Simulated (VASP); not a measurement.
A run of VASP 6.6.1:

INCAR

```
SYSTEM = Ti
PREC = Accurate
ENCUT = 520
EDIFF = 1E-6
ISMEAR = 0
SIGMA = 0.1
LREAL = .FALSE.
LASPH = .TRUE.
NELM = 100
ALGO = Normal
ISIF = 2
LWAVE = .FALSE.
LCHARG = .FALSE.
GGA = PE
NBANDS = 12
```

The input KPOINTS:

```
regular mesh
0
G
  16 16 16
  0 0 0
```

The input POSCAR:

```
Ti
1.0
   -1.7707790566      1.7707790566      1.7707790566
    1.7707790566     -1.7707790566      1.7707790566
    1.7707790566      1.7707790566     -1.7707790566
Ti
1
Direct
    0.0000000000      0.0000000000      0.0000000000
```

Potentials or basis: VASP PAW PBE potentials, release 64 (Ti_sv).

The run is started by

```bash
$ cat potpaw_PBE.64/Ti_sv/POTCAR > POTCAR
$ mpirun -np 1 vasp_std > vasp.out
```

Hardware: 1 thread of AMD EPYC 9R45 96-Core Processor (Zen 5), with other jobs on the host.

Estimate the wall time of this run.

It took 16 s on 1 thread of AMD EPYC 9R45 96-Core Processor (Zen 5), with other jobs on the host, peak memory 0.13 GiB. Counts: scf iterations 13, k points 145.
